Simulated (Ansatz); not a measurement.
Runs of Ansatz 0.2.0 on Sb. It takes space group R-3m (No. 166, trigonal). The conventional cell has a = 4.308 Å, b = 4.308 Å, c = 11.274 Å, α = 90.00°, β = 90.00°, γ = 120.00°. Sb (site symmetry 3m) has 3 Sb at 2.91 Å as nearest neighbours. 

```csv
task,level,potentials or basis,cell,k mesh,cutoff (eV),smearing,points for each segment of the path,mesh quality,gap on the mesh (eV),pressure (GPa),relaxed volume (Å³/atom),largest force (eV/Å)
relaxation of cell and atoms,HSE06,Ansatz PAW,relaxed,4 × 4 × 4,420,fermi-dirac 0.05 eV,-,coarse,0.32,-,31.25,-
single point,PBE,Ansatz PAW,as given,8 × 8 × 8,420,gaussian 0.011 eV,-,not flagged,none,2.7,-,0.14
band structure,HSE06,Ansatz PAW,as given,4 × 4 × 4,420,fermi-dirac 0.05 eV,4,coarse,0.29,-,-,0.32
relaxation of cell and atoms,BLYP+D3(BJ),Ansatz PAW,relaxed,8 × 8 × 8,420,fermi-dirac 0.05 eV,-,not flagged,none,0.0,30.28,-
single point,PBE0,Ansatz PAW,as given,6 × 6 × 6,420,fermi-dirac 0.05 eV,-,not flagged,none,-,-,(b)
relaxation of cell and atoms,RPBE+D3(BJ),Ansatz PAW,relaxed,8 × 8 × 8,420,fermi-dirac 0.05 eV,-,not flagged,none,0.0,23.12,-
relaxation of cell and atoms,rPW86-PBE+rVV10,Ansatz PAW,relaxed,8 × 8 × 8,420,fermi-dirac 0.05 eV,-,not flagged,-,0.0,(a),0.01
atomic charges,LDA+D4,JTH PAW LDA,as given,8 × 8 × 8,1950,methfessel-paxton 0.1 eV,-,not flagged,none,-3.8,-,-
```

Alike in all rows: no spin polarisation.

Q: Estimate the missing entries.

A: (a) 33.10; (b) 0.28.

Caveats: some runs use coarse meshes; the PAW data sets come from PBE, with cores solved anew for the run's functional, which leaves a small shift of forces and pressure (some runs); the plane-wave basis is chosen anew once the cell has moved, so the energies of steps on either side of that aren't comparable (some runs); the potentials were made for another functional, which shifts forces and pressure (some runs); pairwise dispersion overbinds metals, which lowers pressure and volume (some runs); spin-orbit coupling is left out, which moves the levels of the heavy elements (some runs); the volume moved by over 15 % at a fixed basis, so the end points are rough (some runs); the volume moved by -23 % from the deposited cell, more than functionals usually miss (some runs).

A k mesh can miss the band edges, and the runs leave out spin-orbit coupling on Sb.

A gap of «none» marks a metal or a gap under the smearing width.

Not every run made on this cell is shown here.
